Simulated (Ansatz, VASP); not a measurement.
Hf in VASP and in Ansatz

```xyz
1
Lattice="0.0000 2.2424 2.2424 2.2424 0.0000 2.2424 2.2424 2.2424 0.0000" Properties=species:S:1:pos:R:3 pbc="T T T"
Hf    0.0000    0.0000    0.0000
```

Alike in both runs: functional PBE; k mesh 13 × 13 × 13; occupations fermi-dirac, width 0.05 eV; no spin polarisation.

Ansatz relaxed the structure, and its values are those at the end. VASP's run is a single point on that final structure, the one shown.

|  | VASP | Ansatz |
| --- | --- | --- |
| version | VASP 6.6.1 | Ansatz 0.2.0 |
| potentials or method | VASP PAW PBE potentials, release 64 (Hf_pv) | PAW with Ansatz's default frozen-core files, scalar-relativistic |
| plane-wave cutoff (eV) | 520 | 420 |
| valence electrons in the cell | 10 | 26 |

VASP gave:

```
pressure (GPa) : -0.4
```

Problem. Estimate Ansatz's values.

Solution. Pressure (GPa): 0.0.

With one functional, cell and mesh, what is left measures potentials, basis and numerics. The two sets of potentials don't hold the same shells in valence.

The runs have no spin-orbit coupling, so splittings on Hf are missing.
